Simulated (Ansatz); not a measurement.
TiO₂: quadrupole couplings from first principles

```yaml
crystal:
  lattice:
    - [2.98939, 0.00000, 0.00000]
    - [-1.49469, 2.58889, 0.00000]
    - [0.00000, 0.00000, 5.49315]
  atoms:
    - { symbol: Ti, position: [0.00000, 0.00000, 0.00000] }
    - { symbol: O, position: [0.33333, 0.66667, 0.17566] }
    - { symbol: O, position: [0.66667, 0.33333, 0.82434] }
```

Atom numbers follow the list: Ti1, O2, O3.

The structure comes from a relaxation in the same program, started in the CdI2 type, and has space group P-3m1. Whether it is a known phase or the ground state wasn't checked.

Levels of theory: DFT, PBE, all-electron PAW with datasets made for the crystal, scalar-relativistic (Ansatz 0.2.0); DFT, PBE, PAW with Ansatz's default frozen-core files, scalar-relativistic (Ansatz 0.2.0).

For the crystal-made all-electron datasets (AE datasets): a Γ-centred 13×13×7 k mesh, Fermi–Dirac smearing of 0.05 eV, cutoff 440 eV (chosen by the program for this cell), no spin polarisation. PAW takes a cutoff of 420 eV at this cell. The Ansatz runs share mesh, smearing and spin set-up.

Vzz is the principal value of largest size of the traceless field-gradient tensor, in 10²¹ V/m², and η = (Vxx − Vyy)/Vzz with |Vzz| ≥ |Vyy| ≥ |Vxx|.

(1) Give the field gradient at each independent site.

(2) Taking Q(Ti-47) = 0.302 b, what quadrupole coupling constant follows at Ti1 from AE datasets?

Results:

(1) 
| site | site symmetry | Vzz (η), AE datasets | Vzz (η), PAW |
| --- | --- | --- | --- |
| Ti1 | -3m. | 4.07 (η = 0.00) | 4.25 (η = 0.00) |
| O2 | 3m. | -0.30 (η = 0.00) | -0.32 (η = 0.00) |

(2) Cq = eQVzz/h = 24.180 MHz × 0.302 × (4.07) = 29.7 MHz.
